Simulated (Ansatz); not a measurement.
A run of Ansatz 0.2.0 is set up as follows.

The input input.yaml:

```yaml
crystal:
  lattice:
    - [0.0, 2.1554, 2.1554]
    - [2.1554, 0.0, 2.1554]
    - [2.1554, 2.1554, 0.0]
  atoms:
    - { symbol: Fe, position: [0.0, 0.0, 0.0], spin: 3.0 }
    - { symbol: O, position: [0.5, 0.5, 0.5] }
kpoints:
  mp_grid: { grid: [11, 11, 11] }
  band_path:
    path:
      - [0.0, 0.0, 0.0]
      - [0.5, 0.0, 0.5]
      - [0.5, 0.25, 0.75]
      - [0.375, 0.375, 0.75]
      - [0.0, 0.0, 0.0]
      - [0.5, 0.5, 0.5]
      - [0.625, 0.25, 0.625]
      - [0.5, 0.25, 0.75]
    npoints: 12
scf:
  occupations: { method: fermi_dirac, width: 0.05 }
hamiltonian:
  xc: rpbe
  pseudopotentials: { kind: all_electron, lapw: { basis_error: 0.001 } }
magnetization:
  spin_polarized: true
output:
  forces: true
  stress: true
  eigenvalues: true
```

Potentials or basis: all-electron LAPW, scalar-relativistic.

Command:

```console
$ ansatz run input.yaml --threads 2 --pin off --max-ram 6144MiB --backend cpu --events-out ev --progress --plain --runs-dir out
```

What does it give for the pressure?

5.2 GPa.

What does it give for the absolute moment?

4.02 μB per cell.

Levels at the corners of the path, in eV from the Fermi level:
Spin up:
| point | band 10 | band 11 | band 12 | band 13 | band 14 | band 15 | band 16 | band 17 | band 18 |
| --- | --- | --- | --- | --- | --- | --- | --- | --- | --- |
| Γ | -3.92 | -3.92 | -3.92 | -3.77 | -3.77 | 0.01 | 15.25 | 16.94 | 16.94 |
| X | -4.85 | -3.38 | -2.90 | -2.87 | -2.87 | 5.25 | 8.68 | 10.70 | 14.67 |
| W | -3.09 | -3.09 | -3.02 | -2.86 | -1.81 | 7.42 | 8.93 | 8.93 | 11.73 |
| K | -3.73 | -3.00 | -2.72 | -2.56 | -1.79 | 6.75 | 8.68 | 8.69 | 14.07 |
| Γ | -3.92 | -3.92 | -3.92 | -3.77 | -3.77 | 0.01 | 15.25 | 16.94 | 16.94 |
| L | -3.14 | -3.14 | -2.57 | -0.43 | -0.43 | 4.01 | 8.43 | 12.49 | 12.49 |
| U | -3.73 | -3.00 | -2.72 | -2.56 | -1.79 | 6.75 | 8.68 | 8.69 | 14.07 |
| W | -3.09 | -3.09 | -3.02 | -2.86 | -1.81 | 7.42 | 8.93 | 8.93 | 11.73 |
Spin down:
```tsv
point	band 6	band 7	band 8	band 9	band 10	band 11	band 12	band 13	band 14	band 15
Γ	-20.39	-3.37	-3.37	-3.37	-0.73	-0.73	-0.73	0.28	0.28	0.80
X	-19.21	-6.99	-4.53	-4.53	-2.13	0.75	0.75	0.83	1.22	6.64
W	-19.10	-6.20	-6.20	-5.61	-0.05	-0.05	0.75	1.14	1.89	8.81
K	-19.13	-6.60	-6.20	-4.93	-0.81	0.57	0.66	1.38	1.83	8.05
Γ	-20.39	-3.37	-3.37	-3.37	-0.73	-0.73	-0.73	0.28	0.28	0.80
L	-19.21	-8.09	-5.22	-5.22	0.41	0.41	0.60	2.84	2.84	4.45
U	-19.13	-6.60	-6.20	-4.93	-0.81	0.57	0.66	1.38	1.83	8.05
W	-19.10	-6.20	-6.20	-5.61	-0.05	-0.05	0.75	1.14	1.89	8.81
```

Caveat: a cell with one magnetic atom can't hold antiferromagnetic order, which such compounds often take; semilocal functionals often make such compounds metallic where correlation or magnetic order opens a gap, which also shifts bond lengths.

**What was measured.**

From “W\"ustite: Electric, thermodynamic and optical properties of FeO”, 2012, arxiv:1203.1201, for a bulk crystal of FeO: band gap 2.4 eV (optical).

A measured gap of FeO is 2.4 eV (optical; quoted in “W\"ustite: Electric, thermodynamic and optical properties of FeO”, 2012, arxiv:1203.1201); the calculated 0.00 eV misses it by -2.40 eV. So large a miss can be the level of theory's own, or it may mean another phase, state or a wrong row. The value is that of RPBE, without temperature or zero-point motion. Semilocal functionals fall short of measured gaps as a rule. The run's magnetic order (collinear spin, ferromagnetic start) needn't be the measured crystal's.
